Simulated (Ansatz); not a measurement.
Here is an Ansatz 0.2.0 calculation.

The input input.yaml:

```yaml
crystal:
  lattice:
    - [4.54534955, 0.0, 0.0]
    - [0.0, 5.51961944, 0.0]
    - [0.0, 0.0, 4.90919686]
  atoms:
    - { symbol: Ti, position: [0.0, 0.17299093, 0.75] }
    - { symbol: Ti, position: [0.5, 0.32700907, 0.25] }
    - { symbol: Ti, position: [0.0, 0.82700907, 0.25] }
    - { symbol: Ti, position: [0.5, 0.67299093, 0.75] }
    - { symbol: O, position: [0.27145062, 0.38172464, 0.91864908] }
    - { symbol: O, position: [0.77145062, 0.11827536, 0.08135092] }
    - { symbol: O, position: [0.22854938, 0.11827536, 0.41864908] }
    - { symbol: O, position: [0.72854938, 0.38172464, 0.58135092] }
    - { symbol: O, position: [0.27145062, 0.61827536, 0.41864908] }
    - { symbol: O, position: [0.77145062, 0.88172464, 0.58135092] }
    - { symbol: O, position: [0.22854938, 0.88172464, 0.91864908] }
    - { symbol: O, position: [0.72854938, 0.61827536, 0.08135092] }
hamiltonian:
  xc: pbesol
  pseudopotentials: { kind: paw }
  hubbard: { sites: [{ species: Ti, l: d, u_eff: 6.0 }] }
kpoints:
  mp_grid: { grid: [6, 5, 6] }
  band_path:
    path:
      - [[0.0, 0.0, 0.0], [-0.5, 0.0, 0.0], [-0.5, 0.0, -0.5], [0.0, 0.0, -0.5], [0.0, 0.0, 0.0], [0.0, -0.5, 0.0], [-0.5, -0.5, 0.0], [-0.5, -0.5, -0.5], [0.0, -0.5, -0.5], [0.0, -0.5, 0.0]]
      - [[0.0, 0.0, -0.5], [0.0, -0.5, -0.5]]
      - [[-0.5, -0.5, 0.0], [-0.5, 0.0, 0.0]]
      - [[-0.5, 0.0, -0.5], [-0.5, -0.5, -0.5]]
    npoints: 10
scf:
  occupations: { method: fermi_dirac, width: 0.05 }
  n_extra_bands: 30
output:
  forces: true
  stress: true
  eigenvalues: true
  fatbands: false
```

Potentials or basis: Ansatz PAW.

Run with:

```console
$ ansatz run input.yaml --threads 4 --pin off --max-ram 11264MiB --backend cpu --events-out ev --progress --plain --runs-dir out
```

(1) What does it give for the band gap on the k mesh?

(2) What does it give for the pressure?

Results:

(1) 3.26 eV, indirect (least direct gap 3.37 eV).

(2) 2.8 GPa.

Caveat: the pressure holds a Pulay correction of +0.8 GPa for the finite cutoff; the PAW data sets come from PBE, with cores solved anew for the run's functional, which leaves a small shift of forces and pressure.
